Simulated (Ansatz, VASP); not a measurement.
Given: the input of a run of VASP 6.6.1 on TiC.

INCAR

```
SYSTEM = TiC
PREC = Accurate
ENCUT = 600
EDIFF = 1E-6
ISMEAR = -1
SIGMA = 0.05
LREAL = .FALSE.
LASPH = .TRUE.
NELM = 60
ALGO = Normal
ISIF = 3
LWAVE = .FALSE.
LCHARG = .FALSE.
GGA = PS
IBRION = 2
NSW = 60
EDIFFG = -0.01
```

Contents of KPOINTS:

```
regular mesh
0
G
  11 11 11
  0 0 0
```

Contents of POSCAR:

```
TiC
1.0
    0.0000000000      2.1657188437      2.1657188437
    2.1657188437      0.0000000000      2.1657188437
    2.1657188437      2.1657188437      0.0000000000
Ti C
1 1
Direct
    0.0000000000      0.0000000000      0.0000000000
    0.5000000000      0.5000000000      0.5000000000
```

Potentials or basis: VASP PAW PBE potentials, release 64 (Ti_sv, C).

Run with:

```console
$ cat potpaw_PBE.64/Ti_sv/POTCAR potpaw_PBE.64/C/POTCAR > POTCAR
$ mpirun -np 1 vasp_std > vasp.out
```

Question: Set up the same calculation for Ansatz 0.2.0. Potentials there: Ansatz PAW.

Answer: As run (the cutoff follows the program's own potentials):

The input input.yaml:

```yaml
crystal:
  lattice:
    - [0.0, 2.1657188437, 2.1657188437]
    - [2.1657188437, 0.0, 2.1657188437]
    - [2.1657188437, 2.1657188437, 0.0]
  atoms:
    - { symbol: Ti, position: [0.0, 0.0, 0.0] }
    - { symbol: C, position: [0.5, 0.5, 0.5] }
hamiltonian:
  xc: pbesol
  pseudopotentials: { kind: paw }
kpoints:
  mp_grid: { grid: [11, 11, 11] }
scf:
  occupations: { method: fermi_dirac, width: 0.05 }
output:
  forces: true
  stress: true
  eigenvalues: true
relax:
  f_tol: 0.01
  max_steps: 40
  cell: { stress_tol: 0.05 }
```

Potentials or basis: Ansatz PAW.

The run is started by

```bash
$ ansatz run input.yaml --threads 2 --pin off --max-ram 5632MiB --backend cpu --events-out ev --progress --plain --runs-dir out
```

Both were run:

|  | VASP | Ansatz | Ansatz less VASP |
| --- | --- | --- | --- |
| gap on the k mesh at the Fermi level, each at its own relaxed structure (eV) | none | none | - |
| relaxed volume (Å³/atom) | 9.90 | 9.89 | -0.007 |
| relaxed cell length with the largest relative difference (Å) | 3.037 | 3.036 | -0.0007 |
| energy change over the relaxation (meV/atom) | -5 | -6 | -0.3 |

A gap of «none» marks a metal or a gap that the smearing closes.

Caveats: the PAW data sets were made with another functional, which shifts forces and pressure a little (VASP); the plane-wave basis is chosen anew once the cell has moved, so the energies of steps on either side of that aren't comparable (Ansatz); the PAW data sets come from PBE, with cores solved anew for the run's functional, which leaves a small shift of forces and pressure (Ansatz).
